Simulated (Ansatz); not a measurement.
**GaAs and the effect of spin-orbit coupling**

It takes space group F-43m (No. 216, cubic). Conventional cell: a = 5.654 Å, b = 5.654 Å, c = 5.654 Å, α = 90.00°, β = 90.00°, γ = 90.00°. Around As (site symmetry -43m) lie 4 Ga at 2.45 Å. Ga (site symmetry -43m) has 4 As at 2.45 Å as nearest neighbours.

Kept alike: task band structure; functional r2SCAN; k mesh 6 × 6 × 6; occupations fermi-dirac, width 0.05 eV. Program: Ansatz, Ansatz PAW, cutoff 500 eV. The mesh is that of the run's cell of 2 atoms.

```csv
spin-orbit coupling,band gap (eV)
off,1.015
on,0.910
```

Gaps are the smaller of the mesh's and the band path's. All rows use potentials made for PBE.

The band gap runs from 0.910 (on) to 1.015 eV (off). Spin-orbit coupling splits p and d bands at the edges, and the more so the heavier the atoms. Measured: 1.519 eV at 1.2 K (a printed reference work); nearest off, 0.504 eV off. Semilocal gaps fall short of quasiparticle gaps.
